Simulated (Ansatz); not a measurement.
## B: stationary points along a deformation path

All numbers below come from DFT PBE+D3(BJ), scalar-relativistic, plane waves, PAW (Ansatz 0.2.0). Settings: plane waves to 420 eV, k-mesh 36×36×14 (Γ-centred), Gaussian smearing 0.15 eV. No spin polarisation. Energies are free energies at this smearing, counted from the undisturbed cell; pressure is positive in compression.

Zero of the scan (as given, not relaxed at this level; it stands at 0.4 GPa; this form isn't the usual structure):

```
CELL_PARAMETERS angstrom
1.70243 0.00000 0.00000
-0.85122 1.47435 0.00000
0.00000 0.00000 3.63542
ATOMIC_POSITIONS crystal
B 0.00000 0.00000 0.00000
```

At fixed volume and fractional coordinates, lengths along (0.000, 0.000, 1.000) are scaled against those across it; ρ is that ratio over its starting value. V = 9.125 Å³/atom. Δσ is the stress along the axis less the mean stress across it (compression positive).

| ρ | ΔE (meV/atom) | Δσ (GPa) | space group |
| --- | --- | --- | --- |
| 0.800 | 218.2 | 47.61 | P6/mmm |
| 0.850 | 118.1 | 39.29 | P6/mmm |
| 0.920 | 26.8 | 20.02 | P6/mmm |
| 0.960 | 3.7 | 8.39 | P6/mmm |
| 1.000 | 0.0 | -3.72 | P6/mmm |
| 1.050 | 20.8 | -18.86 | P6/mmm |
| 1.100 | 67.2 | -33.67 | P6/mmm |
| 1.200 | 226.7 | -63.52 | P6/mmm |
| 1.300 | 465.1 | -93.79 | P6/mmm |

**Question.** How does the stress give the slope of the energy, and where is the energy stationary?

**Answer.** Along the path d ln(length) is 2/3 d ln ρ on the axis and −1/3 d ln ρ across it, so dE/d ln ρ = −(2/3) V Δσ: the energy falls with ρ where Δσ is positive. Δσ vanishes or changes sign between ρ = 0.960 and 1.000, a minimum (near 0.99 by linear interpolation). Pairs of stationary points between two samples would go unseen, and could change a minimum read from distant neighbours into a maximum.

**Question.** Integrate that slope from ρ = 1 to 0.850 by the trapezoid rule.

**Answer.** With V/N in Å³ and 1 eV/Å³ = 160.2 GPa the slopes at ρ = 1.000, 0.960, 0.920, 0.850 are 141, -318, -760, -1492 meV/atom per unit of ln ρ. The steps add 3.6 + 23.0 + 89.1 = 115.7 meV/atom, against 118.1 from the energies; the trapezoid rule misses the curvature of the slope within each step.

In a metal these slopes depend on the k mesh and the smearing.